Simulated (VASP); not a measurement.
# SrO (Fm-3m) in VASP: further runs

Runs on SrO. Level: PBEsol. Tasks: single point.

All numbers are computed with VASP 6.6.1; they aren't measurements. Logs are shortened: lines on timing, memory, paths and dates and some standing lists are left out, and cuts for length are marked.

**1. The structure**

It takes space group Fm-3m (No. 225, cubic). The conventional cell has a = 5.132 Å, b = 5.132 Å, c = 5.132 Å, α = 90.00°, β = 90.00°, γ = 90.00°. Sr (site symmetry m-3m) has 6 O at 2.57 Å as nearest neighbours. O (site symmetry m-3m) has 6 Sr at 2.57 Å as nearest neighbours.

**2. Single point, PBEsol**

Contents of INCAR:

```
PREC = Accurate
ENCUT = 700
EDIFF = 1E-7
ISMEAR = 0
SIGMA = 0.02
LREAL = F
LASPH = T
NELM = 60
ALGO = Normal
ISIF = 2
LWAVE = F
LCHARG = F
GGA = PS
NBANDS = 15
```

Contents of KPOINTS:

```
Automatic mesh
0
Gamma
  8 8 8
```

Contents of POSCAR:

```
SrO
1.0
    0.0000000000      2.5661400000      2.5661400000
    2.5661400000      0.0000000000      2.5661400000
    2.5661400000      2.5661400000      0.0000000000
Sr O
1 1
Direct
    0.0000000000      0.0000000000      0.0000000000
    0.5000000000      0.5000000000      0.5000000000
```

Potentials or basis: VASP PAW PBE potentials, release 64 (Sr_sv, O).

Command:

```sh
$ cat potpaw_PBE.64/Sr_sv/POTCAR potpaw_PBE.64/O/POTCAR > POTCAR
$ mpirun -np 1 vasp_std > vasp.out
```

OUTCAR:

```text
PREC = Accurate
   ENCUT = 700
   EDIFF = 1E-7
   ISMEAR = 0
   LREAL = F
   LASPH = T
   NELM = 60
   ISIF = 2
   GGA = PS

 ion  position               nearest neighbor table
   1  0.000  0.000  0.000-   2 2.57   2 2.57   2 2.57   2 2.57   2 2.57   2 2.57
   2  0.500  0.500  0.500-   1 2.57   1 2.57   1 2.57   1 2.57   1 2.57   1 2.57

  LATTYP: Found a face centered cubic cell.
 ALAT       =     5.1322800000

  Lattice vectors:

 A1 = (   0.0000000000,   2.5661400000,   2.5661400000)
 A2 = (   2.5661400000,   0.0000000000,   2.5661400000)
 A3 = (   2.5661400000,   2.5661400000,   0.0000000000)

Analysis of symmetry for initial positions (statically):
=====================================================================
 Subroutine PRICEL returns:
 Original cell was already a primitive cell.

 Routine SETGRP: Setting up the symmetry group for a
 face centered cubic supercell.

 Subroutine GETGRP returns: Found 48 space group operations
 (whereof 48 operations were pure point group operations)
 out of a pool of 48 trial point group operations.

The static configuration has the point symmetry O_h .

Analysis of symmetry for dynamics (positions and initial velocities):
=====================================================================
 Subroutine PRICEL returns:
 Original cell was already a primitive cell.

 Routine SETGRP: Setting up the symmetry group for a
 face centered cubic supercell.

 Subroutine GETGRP returns: Found 48 space group operations
 (whereof 48 operations were pure point group operations)
 out of a pool of 48 trial point group operations.

The dynamic configuration has the point symmetry O_h .

 Subroutine INISYM returns: Found 48 space group operations
 (whereof 48 operations are pure point group operations),
 and found     1 'primitive' translations

----------------------------------------------------------------------------------------

                                     Primitive cell

  volume of cell :      33.7964

  direct lattice vectors                    reciprocal lattice vectors
     0.000000000  2.566140000  2.566140000    -0.194845176  0.194845176  0.194845176
     2.566140000  0.000000000  2.566140000     0.194845176 -0.194845176  0.194845176
     2.566140000  2.566140000  0.000000000     0.194845176  0.194845176 -0.194845176

  length of vectors
     3.629069991  3.629069991  3.629069991     0.337481744  0.337481744  0.337481744

  position of ions in fractional coordinates (direct lattice)
     0.000000000  0.000000000  0.000000000
     0.500000000  0.500000000  0.500000000

  ion indices of the primitive-cell ions
   primitive index   ion index
                 1           1
                 2           2

----------------------------------------------------------------------------------------

 KPOINTS: Automatic mesh

Automatic generation of k-mesh.
 Grid dimensions read from file:
 generate k-points for:    8    8    8

 Generating k-lattice:

  Cartesian coordinates                     Fractional coordinates (reciprocal lattice)
    -0.024355647  0.024355647  0.024355647     0.125000000  0.000000000  0.000000000
     0.024355647 -0.024355647  0.024355647     0.000000000  0.125000000  0.000000000
     0.024355647  0.024355647 -0.024355647     0.000000000  0.000000000  0.125000000

  Length of vectors
     0.042185218  0.042185218  0.042185218

  Shift w.r.t. Gamma in fractional coordinates (k-lattice)
     0.000000000  0.000000000  0.000000000

 Subroutine IBZKPT returns following result:
 ===========================================

 Found     29 irreducible k-points:

 Following reciprocal coordinates:
            Coordinates               Weight
  0.000000  0.000000  0.000000      1.000000
  0.125000  0.000000  0.000000      8.000000
  0.250000  0.000000  0.000000      8.000000
  0.375000  0.000000  0.000000      8.000000
  0.500000  0.000000  0.000000      4.000000
  0.125000  0.125000  0.000000      6.000000
[... 16 lines left out ...]
  0.500000  0.250000  0.125000     48.000000
 -0.375000  0.250000  0.125000     24.000000
 [... further k-points ...]
   k-points           NKPTS =     29   k-points in BZ     NKDIM =     29   number of bands    NBANDS=     15
   number of dos      NEDOS =    301   number of ions     NIONS =      2
   total plane-waves  NPLWV =  32768
   dimension x,y,z NGX =    32 NGY =   32 NGZ =   32
   dimension x,y,z NGXF=    64 NGYF=   64 NGZF=   64
   ions per type =               1   1
   NGX,Y,Z   is equivalent  to a cutoff of  14.66, 14.66, 14.66 a.u.
   NGXF,Y,Z  is equivalent  to a cutoff of  29.32, 29.32, 29.32 a.u.
 SYSTEM =  unknown system
   PREC   = accura    normal or accurate (medium, high low for compatibility)
   ISTART =      0    job   : 0-new  1-cont  2-samecut
   ICHARG =      2    charge: 1-file 2-atom 10-const
   ISPIN  =      1    spin polarized calculation?
   LNONCOLLINEAR =      F non collinear calculations
   LSORBIT =      F    spin-orbit coupling
   LASPH  =      T    aspherical Exc in radial PAW
   ENCUT  =  700.0 eV  51.45 Ry    7.17 a.u.   7.83  7.83  7.83*2*pi/ulx,y,z
   NELM   =     60;   NELMIN=  2; NELMDL= -5     # of ELM steps
   EDIFF  = 0.1E-06   stopping-criterion for ELM
   LREAL  =      F    real-space projection
   EDIFFG = 0.1E-05   stopping-criterion for IOM
   NSW    =      0    number of steps for IOM
   IBRION =     -1    ionic relax: 0-MD 1-quasi-New 2-CG
   NFREE  =      0    steps in history (QN), initial steepest desc. (CG)
   ISIF   =      2    stress and relaxation
   ISYM   =      2    0-nonsym 1-usesym 2-fastsym
   POTIM  = 0.5000    time-step for ionic-motion
   TEBEG  =    0.0;   TEEND  =   0.0 temperature during run
   PSTRESS=    0.0 pullay stress
   NELECT =      16.0000    total number of electrons
   NUPDOWN=      -1.0000    fix difference up-down
   EMIN   =  10.00;   EMAX   =-10.00  energy-range for DOS
   EFERMI =   0.00;   METHOD = LEGACY
   ISMEAR =     0;   SIGMA  =   0.02  broadening in eV -4-tet -1-fermi 0-gaus
   EFERMI_NEDOS =   21; number of points for ismear=-14 and -15
   IALGO  =     38    algorithm
   IMIX   =      4    mixing-type and parameters
     AMIX     =   0.40;   BMIX     =  1.00
     AMIX_MAG =   1.60;   BMIX_MAG =  1.00
  volume/ion in A,a.u.               =      16.90       114.03
  Fermi-wavevector in a.u.,A,eV,Ry     =   1.275923  2.411145 22.150007  1.627980
  Thomas-Fermi vector in A             =   2.408608
   LORBIT       =      0    0 simple, 1 ext, 2 COOP (PROOUT), +10 PAW based schemes
   GGA     = PS    functional components
   LHFCALC =     F    Hartree Fock is set to
   AEXX    =    0.0000 exact exchange contribution
   IVDW    =     0    specifies the selected vdW correction
   LEPSILON=     F    determine dielectric tensor
   LRPA    =     F    only Hartree local field effects (RPA)
 non-spin polarized calculation
 Gauss-broadening in eV      SIGMA  =   0.02
  energy-cutoff  :      700.00
  volume of cell :       33.80
 maximum number of plane-waves:      1433
   NGX = 15   NGY = 15   NGZ = 15

 number of electron      15.9999999 magnetization

 Free energy of the ion-electron system (eV)
  ---------------------------------------------------
  ext. energy  EPLUGINS =         0.00000000
  ---------------------------------------------------
  free energy    TOTEN  =       -12.64335272 eV

  energy without entropy =      -12.64335272  energy(sigma->0) =      -12.64335272

 E-fermi :   1.7324     XC(G=0): -10.3040

 val. band max:        1.5129145672   @ k =   0.0000   0.0000   0.0000
 cond. band min:       4.6667364077   @ k =   0.5000   0.5000   0.0000
 fundamental gap:      3.1538218405
 Fermi energy:         1.7323859327

 k-point     1 :       0.0000    0.0000    0.0000
  band No.  band energies     occupation
      1     -30.7028      2.00000
      2     -13.4899      2.00000
      3     -12.3496      2.00000
      4     -12.3496      2.00000
      5     -12.3496      2.00000
      6       1.5129      2.00000
      7       1.5129      2.00000
      8       1.5129      2.00000
      9       5.3781      0.00000
     10       7.6890      0.00000
     11       7.6890      0.00000
     12       7.6890      0.00000
     13       9.8970      0.00000
     14       9.8970      0.00000
     15      14.0280      0.00000

 k-point     2 :       0.1250    0.0000    0.0000
  band No.  band energies     occupation
      1     -30.6819      2.00000
      2     -13.8565      2.00000
      3     -12.3623      2.00000
      4     -12.3623      2.00000
      5     -12.0342      2.00000
      6       1.0420      2.00000
      7       1.3103      2.00000
      8       1.3103      2.00000
      9       6.0909      0.00000
     10       7.5261      0.00000
     11       8.0005      0.00000
     12       8.0005      0.00000
     13      10.3131      0.00000
     14      10.3131      0.00000
     15      15.0534      0.00000

 k-point     3 :       0.2500    0.0000    0.0000
  band No.  band energies     occupation
      1     -30.6308      2.00000
      2     -14.4372      2.00000
      3     -12.3926      2.00000
      4     -12.3926      2.00000
      5     -11.5776      2.00000
      6       0.1929      2.00000
      7       0.8744      2.00000
      8       0.8744      2.00000
      9       7.4438      0.00000
     10       7.6496      0.00000
     11       8.8476      0.00000
     12       8.8476      0.00000
     13      11.3518      0.00000
     14      11.3518      0.00000
     15      17.1203      0.00000
[... 343 lines left out ...]
 k-point    23 :       0.5000    0.2500    0.1250
  band No.  band energies     occupation
      1     -30.5524      2.00000
      2     -14.6357      2.00000
      3     -12.7332      2.00000
      4     -12.5330      2.00000
      5     -11.5502      2.00000
      6      -0.0658      2.00000
      7       0.5592      2.00000
      8       0.9831      2.00000
      9       7.0068      0.00000
     10       8.6371      0.00000
     11      10.4392      0.00000
     12      10.6145      0.00000
     13      12.6473      0.00000
     14      13.5842      0.00000
     15      15.7564      0.00000

 k-point    24 :      -0.3750    0.2500    0.1250
  band No.  band energies     occupation
      1     -30.5352      2.00000
      2     -14.7047      2.00000
      3     -12.7573      2.00000
      4     -12.5905      2.00000
      5     -11.5209      2.00000
      6      -0.1048      2.00000
      7       0.6316      2.00000
      8       0.7130      2.00000
      9       7.8312      0.00000
     10       8.1818      0.00000
     11      10.8393      0.00000
     12      11.0492      0.00000
     13      13.1933      0.00000
     14      14.4603      0.00000
     15      14.8209      0.00000

 [... further k-points ...]

------------------------ aborting loop because EDIFF is reached ----------------------------------------

  FORCE on cell =-STRESS in cart. coord.  units (eV):
  Direction    XX          YY          ZZ          XY          YZ          ZX
  --------------------------------------------------------------------------------------
  -------------------------------------------------------------------------------------
  Total       -0.0019102     -0.0019102     -0.0019102      0.0000000     -0.0000000      0.0000000
  in kB       -0.0905585     -0.0905585     -0.0905585      0.0000000     -0.0000000      0.0000000
  external PRESSURE =      -0.0905585 kB  Pullay stress =       0.0000000 kB

 VOLUME and BASIS-vectors are now :
 -----------------------------------------------------------------------------
  energy-cutoff  :      700.00
  volume of cell :       33.80
      direct lattice vectors                 reciprocal lattice vectors
     0.000000000  2.566140000  2.566140000    -0.194845176  0.194845176  0.194845176
     2.566140000  0.000000000  2.566140000     0.194845176 -0.194845176  0.194845176
     2.566140000  2.566140000  0.000000000     0.194845176  0.194845176 -0.194845176

 POSITION                                       TOTAL-FORCE (eV/Angst)
 -----------------------------------------------------------------------------------
      0.00000      0.00000      0.00000        -0.000000     -0.000000     -0.000000
      2.56614      2.56614      2.56614         0.000000      0.000000      0.000000
 -----------------------------------------------------------------------------------
    total drift:                                0.000000     -0.000000      0.000000

  FREE ENERGIE OF THE ION-ELECTRON SYSTEM (eV)
  ---------------------------------------------------
  free  energy   TOTEN  =       -12.6433527163 eV

  energy  without entropy=      -12.6433527163  energy(sigma->0) =      -12.64335272
```

Run time: 8.5 s. Hardware: 1 thread of Intel Xeon 6975P-C (Granite Rapids), shared host; peak memory 0.18 GiB.

What came out:

```
Free energy            : -12.6434 eV
Pressure               : 0.0 GPa
Band gap on the k mesh : 3.15 eV, indirect (least direct gap 3.24 eV)
```

Levels at points of the mesh, in eV from the valence-band top:
```
           k point  band 5  band 6  band 7  band 8  band 9  band 10  band 11  band 12
(0.00, 0.00, 0.00)  -13.86    0.00    0.00    0.00    3.87     6.18     6.18     6.18
(0.50, 0.00, 0.00)  -12.67   -2.24   -1.16   -1.16    6.52     8.33     8.88     8.88
(0.50, 0.50, 0.00)  -14.25   -0.43   -0.08   -0.08    3.15     7.81    10.23    10.27
```

Caveat: the PAW data sets were made with another functional, which shifts forces and pressure a little.

**3. Single point, PBEsol**

Changes to INCAR since step 2:

```diff
@@ -1,3 +1,3 @@
 PREC = Accurate
-ENCUT = 700
+ENCUT = 520
 EDIFF = 1E-7
```

Contents of KPOINTS:

```
Automatic mesh
0
Gamma
  12 12 12
```

POSCAR is that of step 2.

Potentials or basis: VASP PAW PBE potentials, release 64 (Sr_sv, O).

Command:

```sh
$ cat potpaw_PBE.64/Sr_sv/POTCAR potpaw_PBE.64/O/POTCAR > POTCAR
$ mpirun -np 1 vasp_std > vasp.out
```

OUTCAR:

```text
PREC = Accurate
   ENCUT = 520
   EDIFF = 1E-7
   ISMEAR = 0
   LREAL = F
   LASPH = T
   NELM = 60
   ISIF = 2
   GGA = PS

 ion  position               nearest neighbor table
   1  0.000  0.000  0.000-   2 2.57   2 2.57   2 2.57   2 2.57   2 2.57   2 2.57
   2  0.500  0.500  0.500-   1 2.57   1 2.57   1 2.57   1 2.57   1 2.57   1 2.57

  LATTYP: Found a face centered cubic cell.
 ALAT       =     5.1322800000

  Lattice vectors:

[... 617 lines left out ...]

 [... further k-points ...]

------------------------ aborting loop because EDIFF is reached ----------------------------------------

  FORCE on cell =-STRESS in cart. coord.  units (eV):
  Direction    XX          YY          ZZ          XY          YZ          ZX
  --------------------------------------------------------------------------------------
  -------------------------------------------------------------------------------------
  Total        0.0184783      0.0184783      0.0184783     -0.0000000      0.0000000      0.0000000
  in kB        0.8759938      0.8759938      0.8759938     -0.0000000      0.0000000      0.0000000
  external PRESSURE =       0.8759938 kB  Pullay stress =       0.0000000 kB

 VOLUME and BASIS-vectors are now :
 -----------------------------------------------------------------------------
  energy-cutoff  :      520.00
  volume of cell :       33.80
      direct lattice vectors                 reciprocal lattice vectors
     0.000000000  2.566140000  2.566140000    -0.194845176  0.194845176  0.194845176
     2.566140000  0.000000000  2.566140000     0.194845176 -0.194845176  0.194845176
     2.566140000  2.566140000  0.000000000     0.194845176  0.194845176 -0.194845176

 POSITION                                       TOTAL-FORCE (eV/Angst)
 -----------------------------------------------------------------------------------
      0.00000      0.00000      0.00000        -0.000000     -0.000000      0.000000
      2.56614      2.56614      2.56614         0.000000      0.000000     -0.000000
 -----------------------------------------------------------------------------------
    total drift:                                0.000000      0.000000      0.000000

  FREE ENERGIE OF THE ION-ELECTRON SYSTEM (eV)
  ---------------------------------------------------
  free  energy   TOTEN  =       -12.6397208054 eV

  energy  without entropy=      -12.6397208054  energy(sigma->0) =      -12.63972081
```

stdout:

```text
POSCAR found type information on POSCAR SrO
 POSCAR found :  2 types and       2 ions
 scaLAPACK will be used
 -----------------------------------------------------------------------------
|                                                                             |
|                                                                             |
|     You enforced a specific xc type in the INCAR file but a different       |
|     I HOPE YOU KNOW WHAT YOU ARE DOING!                                     |
|                                                                             |
 -----------------------------------------------------------------------------

 LDA part: xc-table for (Slater+PW92), standard interpolation
 POSCAR, INCAR and KPOINTS ok, starting setup
 FFT: planning ... GRIDC
 FFT: planning ... GRID_SOFT
 FFT: planning ... GRID
 WAVECAR not read
 entering main loop
```

Run time: 16 s. Hardware: 1 thread of Intel Xeon 6975P-C (Granite Rapids), shared host; peak memory 0.18 GiB.

What came out:

```
Free energy            : -12.6397 eV
Pressure               : 0.1 GPa
Band gap on the k mesh : 3.15 eV, indirect (least direct gap 3.23 eV)
```

Levels at points of the mesh, in eV from the valence-band top:
```csv
k point,band 5,band 6,band 7,band 8,band 9,band 10,band 11,band 12
"(0.00, 0.00, 0.00)",-13.86,0.00,0.00,0.00,3.86,6.17,6.17,6.17
"(0.50, 0.00, 0.00)",-12.67,-2.24,-1.16,-1.16,6.51,8.33,8.88,8.88
"(0.50, 0.50, 0.00)",-14.25,-0.43,-0.08,-0.08,3.15,7.81,10.23,10.27
```

Caveat: the PAW data sets were made with another functional, which shifts forces and pressure a little.

**4. Single point, PBEsol**

Changes to INCAR since step 3:

```diff
@@ -4,3 +4,3 @@
 ISMEAR = 0
-SIGMA = 0.02
+SIGMA = 0.5
 LREAL = F
```

Contents of KPOINTS:

```
Automatic mesh
0
Gamma
  8 8 8
```

POSCAR is that of step 3.

Command:

```sh
$ cat potpaw_PBE.64/Sr_sv/POTCAR potpaw_PBE.64/O/POTCAR > POTCAR
$ mpirun -np 1 vasp_std > vasp.out
```

Wall time 7.7 s (1 thread of Intel Xeon 6975P-C (Granite Rapids), shared host); peak memory 0.16 GiB.

The run converged. Its results:

| Quantity | Value |
| --- | --- |
| Free energy | -12.6397 eV |
| Pressure | 0.1 GPa |
| Band gap on the k mesh | 3.15 eV, indirect (least direct gap 3.23 eV) |

Levels at points of the mesh, in eV from the valence-band top:
```tsv
k point	band 5	band 6	band 7	band 8	band 9	band 10	band 11	band 12
(0.00, 0.00, 0.00)	-13.86	0.00	0.00	0.00	3.86	6.17	6.17	6.17
(0.50, 0.00, 0.00)	-12.67	-2.24	-1.16	-1.16	6.51	8.33	8.88	8.88
(0.50, 0.50, 0.00)	-14.25	-0.43	-0.08	-0.08	3.15	7.81	10.23	10.27
```

Caveat: the PAW data sets were made with another functional, which shifts forces and pressure a little.

**5. Summary**

| k mesh | cutoff (eV) | smearing | gap on the mesh (eV) | pressure (GPa) |
| --- | --- | --- | --- | --- |
| 8 × 8 × 8 | 700 | gaussian 0.02 eV | 3.15 | 0.0 |
| 12 × 12 × 12 | 520 | gaussian 0.02 eV | 3.15 | 0.1 |
| 8 × 8 × 8 | 520 | gaussian 0.5 eV | 3.15 | 0.1 |

Alike in all rows: task single point; level PBEsol; potentials or basis VASP PAW PBE potentials, release 64 (Sr_sv, O); no spin polarisation; cell as given.

On the cell as given the gap runs from 3.15 eV (PBEsol) to 3.15 eV (PBEsol); the meshes differ, which moves gaps too.

Caveats: the PAW data sets were made with another functional, which shifts forces and pressure a little.

Absolute energies hang on the potentials; compare differences alone.
